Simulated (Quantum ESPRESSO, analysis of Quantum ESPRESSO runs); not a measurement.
# Local vibrational mode of the Na-H pair in ZnO (PBE) (Quantum ESPRESSO)

Subject: Na-H pair in ZnO. Wanted: its local vibrational mode, in one set-up (PBE, GBRV 1.5 PBE, 32-site cell, PBE lattice, k: the single point 1/4 1/4 1/4, with the key NELECT). The model is a cell of 32 host atoms with Na put on another atom's site and H put in between. The frequencies come from force constants among the defect atom and its neighbours, with the masses of the isotopes named.

**The experiment.** O-H stretch, 1H: 3304 cm⁻¹ at 9 K, by FTIR absorption (“Critical increase in Na-doping facilitates acceptor band movements that yields ~180 meV shallow hole conduction in ZnO bulk crystals”, 2017, pmc:5341155).

Method: Quantum ESPRESSO plane-wave DFT, PBE, GBRV 1.5 PBE potentials; relaxation of all atoms of a defect supercell, in Quantum ESPRESSO 7.5.

### 1. Set-up

The cell holds 33 atoms: 15 Zn, 16 O, 1 Na and 1 H. Its edges and angles: a = 6.562 Å, b = 6.562 Å, c = 10.593 Å, α = 90.0°, β = 90.0°, γ = 120.0°. It derives from ZnO (space group P6_3mc). Nearest the centre at fractional (0.333, 0.667, 0.642): O15 at 0.50 Å, Na14 at 1.49 Å, H33 at 1.49 Å, Zn13 at 2.20 Å, Zn5 at 2.21 Å, Zn29 at 2.22 Å, O28 at 2.86 Å, O12 at 2.87 Å.

The host's primitive cell comes from a first run (Quantum ESPRESSO plane-wave DFT, PBE, GBRV 1.5 PBE potentials; relaxation of cell and atoms of a defect-free cell): vectors of 3.281, 3.281 and 5.297 Å. That is 12.34 Å³ an atom, 3.7 % over the diffraction cell's volume. The supercell is built on it.

### 2. Relaxation, charge 0

Every later number rests on the structure around the defect, so the atoms are relaxed at the host's lattice first.

File pw.in:

```
&CONTROL
  calculation = 'relax'
  prefix = 'pwscf'
  outdir = './tmp'
  pseudo_dir = './pseudo'
  tprnfor = .true.
  disk_io = 'low'
  nstep = 70
  forc_conv_thr = 0.00039
  etot_conv_thr = 0.0001
/
&SYSTEM
  ibrav = 0
  nat = 33
  ntyp = 4
  ecutwfc = 45
  ecutrho = 360
  nbnd = 207
  occupations = 'smearing'
  smearing = 'fd'
  degauss = 0.00073499
  nosym = .true.
  NELECT = 1
/
&ELECTRONS
  conv_thr = 3d-08
  electron_maxstep = 100
  mixing_beta = 0.5
/
&IONS
  ion_dynamics = 'bfgs'
/
ATOMIC_SPECIES
Zn    65.3800 zn_pbe_v1.uspp.F.UPF
O     15.9990 o_pbe_v1.2.uspp.F.UPF
Na    22.9898 na_pbe_v1.5.uspp.F.UPF
H      1.0080 h_pbe_v1.4.uspp.F.UPF
CELL_PARAMETERS angstrom
   6.5616149739    0.0000000000    0.0000000000
  -3.2808074869    5.6825253113    0.0000000000
   0.0000000000    0.0000000000   10.5930620368
ATOMIC_POSITIONS crystal
Zn     0.1691067696    0.3336514775    0.2512291354
Zn     0.3322295512    0.1677284434   -0.0014997627
O      0.3324128001    0.1691132526    0.1897970443
O      0.1649413825    0.3298463334    0.4392605160
Zn     0.1696917378    0.3349215122    0.7509524023
Zn     0.3308995127    0.1649535395    0.5013172671
O      0.3320252219    0.1656185254    0.6912521884
O      0.1647995059    0.3313069823    0.9380662369
Zn     0.1662510491    0.8327679982    0.2518502021
Zn     0.3328605109    0.6634123159    0.0000640487
O      0.3356955029    0.6700276980    0.1898847392
O      0.1664939649    0.8319928571    0.4377981800
Zn     0.1691766351    0.8331186232    0.7509492224
Na     0.3317167930    0.6653069519    0.5016304548
O      0.3367641209    0.6687004493    0.6891441149
O      0.1641001730    0.8341284469    0.9396251197
Zn     0.6694902379    0.3359133127    0.2491243294
Zn     0.8364849687    0.1670252859   -0.0003827968
O      0.8298693272    0.1651035300    0.1891991538
O      0.6643329182    0.3315368673    0.4381580796
Zn     0.6632573730    0.3323217951    0.7501770411
Zn     0.8358132301    0.1668932519    0.5011721122
O      0.8326069387    0.1646616779    0.6879742221
O      0.6665139843    0.3354094143    0.9408507871
Zn     0.6649570219    0.8299469210    0.2494742124
Zn     0.8312825492    0.6653526291   -0.0015354384
O      0.8322503403    0.6664418887    0.1877308115
O      0.6653203726    0.8353887591    0.4390846589
Zn     0.6674010250    0.8349127118    0.7516754194
Zn     0.8344792011    0.6643822961    0.5002215623
O      0.8316277120    0.6659989718    0.6911640175
O      0.6642885643    0.8340035823    0.9387349383
H      0.3346039970    0.6654687883    0.7832592633
K_POINTS crystal
1
0.25 0.25 0.25 1.0
```

Launch:

```sh
$ OMP_NUM_THREADS=1 mpirun -n 4 pw.x -in pw.in > pw.out
```

Log:

```text
This program is part of the open-source Quantum ESPRESSO suite
     for quantum simulation of materials; please cite
         "P. Giannozzi et al., J. Phys.:Condens. Matter 21 395502 (2009);
         "P. Giannozzi et al., J. Phys.:Condens. Matter 29 465901 (2017);
         "P. Giannozzi et al., J. Chem. Phys. 152 154105 (2020);
          URL
     in publications or presentations arising from this work. More details at

 %%%%%%%%%%%%%%%%%%%%%%%%%%%%%%%%%%%%%%%%%%%%%%%%%%%%%%%%%%%%%%%%%%%%%%%%%%%%%%
     Error in routine  read_namelists (1):
      bad line in namelist &system: "  NELECT = 1" (error could be in the previous line)
 %%%%%%%%%%%%%%%%%%%%%%%%%%%%%%%%%%%%%%%%%%%%%%%%%%%%%%%%%%%%%%%%%%%%%%%%%%%%%%

     stopping ...
```

Elapsed: 0.5 s, on 4 MPI ranks of Arm Neoverse V2, shared host; peak memory 0.07 GiB.

The input was rejected at the start.

The program's message: “Error in routine  read_namelists (1): bad line in namelist &system: "  NELECT = 1" (error could be in the previous line)”

### 3. Outcome

The local vibrational mode was not obtained, because the step “relaxation, charge 0” was refused by the program; the cause lies in the set-up: NELECT is no key of this program. The line has to go: the charge that this chain asks for is set without it.

[Logs are printed without paths, hosts, clocks, repeated set-up lines and the standing remarks that a program may print on its own settings, such as how far it seeks lower states.]

[Hosts, paths, dates, database ids (printed as entryN), source tags and the programs' standing remarks are cut or masked in the printed files.]

[For some hosts the program warned that the k-mesh of the response run may be too coarse for force constants and the static dielectric constant; such warnings are not shown here.]
